The pressure of germanium falls steeply and then creeps back up as the k mesh is refined, because its error is the volume slope of the energy error. That slope can change sign while the energy itself keeps falling. The 3x3x3 mesh gives a pressure about 60 % above that of the finest mesh. From 6x6x6 on, all values lie within 0.05 GPa of each other, with the lowest at 8x8x8.

Diamond-structure germanium in a fixed two-atom cell (22.64 Å³/atom), computed with Ansatz 0.2.0 using PBE, its default frozen-core PAW files and scalar relativity, without spin polarisation. All runs use a 420 eV plane-wave cutoff and Fermi-Dirac smearing of 0.05 eV. Pressure is positive in compression.

```csv
k mesh,pressure (GPa)
3x3x3,5.921
6x6x6,3.690
8x8x8,3.645
10x10x10,3.654
15x15x15,3.668
```

A k mesh replaces the average over all electron waves in the crystal by an average over a few of them. This is equivalent to putting the electrons into a periodic box with as many unit cells along each edge as the mesh has divisions. For 3x3x3 the box edge is only 12 Å, and the electronic structure reaches far enough to meet itself around the box. For 10x10x10 the edge is 40 Å, and only the weak, long-range part of the electronic structure still notices the box.

The coarse mesh makes the energy too high for a reason that the bands show. Each mesh has a point at Γ, the centre of the Brillouin zone, where the upper valence bands have their top. In the 10x10x10 run the energy of the filled valence bands at Γ lies about 20 eV per cell above its average over the zone. In the 3x3x3 mesh this one point stands for a twenty-seventh of the zone, although the band energy falls away from Γ within that region. Its share alone lifts the average by about 20/27, or 0.7 eV per cell. The free energy comes out 0.77 eV per cell above that of the finest mesh, which suggests that the other points do little to offset the excess at Γ.

The pressure follows from how this error responds to volume, since pressure is minus the derivative of the free energy with respect to volume. Suppose that the error scales like a band width, which in a simple picture varies as V^(−2/3), where V is the cell volume. Compression then enlarges the error, and the spurious pressure is two thirds of the energy error divided by V. The same rule applies to the change from one mesh to the next.

From 3x3x3 to 6x6x6 the free energy falls by 0.723 eV per cell, and the cell of two atoms has a volume of 2 × 22.64 = 45.28 Å³. The expected fall in pressure is (2/3) × 0.723 / 45.28 = 0.0106 eV/Å³, or 1.7 GPa. The calculation gives 2.2 GPa, so the estimate has the right sign and rough size without any adjustable constant.

That agreement does not make band width the only cause. The gap at Γ is smaller than the smearing width, so the lowest conduction state there is partly filled, and such filling raises the pressure. A rough estimate puts this contribution at the order of 1 GPa for 3x3x3, where Γ carries most weight. The same estimate gives about 0.16 GPa for 6x6x6, yet the pressure there is only 0.02 GPa from that of the finest mesh. The effect of the filling on the pressure is therefore either overestimated or largely cancelled by other errors. The total energies and pressures do not separate the two effects.

The band-width rule fails on the finer meshes, and the failure is instructive. From 8x8x8 to 10x10x10 the free energy still falls, by 7.6 meV per cell, so the rule predicts a further fall in pressure. Instead the pressure rises by 0.009 GPa, and it rises again on going to 15x15x15. The ratio of the pressure step to the energy step falls with each refinement and changes sign after 8x8x8, as the output below shows. The part of the energy error that these late steps remove must therefore grow when the crystal expands, whereas the part removed first shrinks.

Theory offers a possible reason for this reversal, but not a secure one. In a cleanly filled semiconductor, the electronic structure reaches further across the box when the gap is smaller. In germanium the gap at Γ narrows on expansion, so a long-range part of the error could grow with volume and contribute a negative pressure. These runs are not such a clean case. The conduction state at Γ holds about 1.2 electrons in the 6x6x6 run, the reach is limited by the smearing and not by the gap alone, and the filling pushes the pressure the other way. The meshes also differ in kind. Those with an even number of divisions include the zone-boundary point L, where germanium has another low conduction state, and the odd ones miss it. This may affect the step to 15x15x15, but the rise before it joins two even meshes. The table shows the change of sign but leaves its cause open. Runs at other volumes and with a smaller smearing could test it.

PBE probably makes the effects of the small gap more prominent than they should be. It leaves a gap of only about 0.03 eV at Γ here, while the gap at Γ in real germanium is between 0.8 and 0.9 eV, and spin-orbit coupling, which is left out, would shift the valence top by more than the calculated gap. The pressure of about 3.7 GPa that survives on the finest mesh has a different origin. PBE prefers a larger germanium cell than the one used, so the crystal is under compression in the calculation.

For practical work, a small change in pressure between two meshes is weak evidence of convergence if the pressure may be passing through a turning point. Here the step from 8x8x8 to 10x10x10 is smaller than the one that follows it. For this cell the 6x6x6 mesh is adequate if 0.05 GPa is close enough, but these runs do not establish the pressure to better than about 0.01 GPa. The free energy needs its own test, because it still falls by 34 meV per cell between 6x6x6 and 8x8x8, where the pressure hardly moves.

Printed output of the fit:

```
Distance from the finest mesh:
       row  box edge in A  pressure in GPa  free energy in meV per cell  entropy term in meV per cell
     3x3x3             12            2.253                          767                         8.422
     6x6x6          24.01            0.022                        44.35                         1.609
     8x8x8          32.01           -0.023                         10.7                        0.7347
  10x10x10          40.01           -0.014                          3.1                        0.4641
  15x15x15          60.02                0                            0                          0.27
Step from the next coarser mesh:
       row  pressure step in GPa  free energy step in meV per cell  pressure step from band-width scaling in GPa  pressure step times volume over energy step
     6x6x6                -2.231                            -722.7                                        -1.705                                       0.8723
     8x8x8                -0.045                            -33.65                                      -0.07939                                       0.3779
  10x10x10                 0.009                              -7.6                                      -0.01793                                      -0.3346
  15x15x15                 0.014                              -3.1                                     -0.007314                                       -1.276
Excess pressure of 3x3x3 over the finest mesh in percent: 61.42
Spread of pressure over the four finer meshes in GPa: 0.045
Factor by which the free energy error falls from 3x3x3 to 6x6x6: 17.29
Factor by which the pressure error falls from 3x3x3 to 6x6x6: 102.4
Valence band sum at Gamma above its zone average in eV per cell: 19.61
Electrons in the Gamma conduction state of the 6x6x6 run: 1.151
Order of the pressure from Gamma filling at 3x3x3 in GPa: 1.311
Order of the pressure from Gamma filling at 6x6x6 in GPa: 0.1638
Pressure error at 6x6x6 if the 3x3x3 error fell as one over N cubed in GPa: 0.2816
Entropy term as percent of the free energy error at 3x3x3: 1.098
```
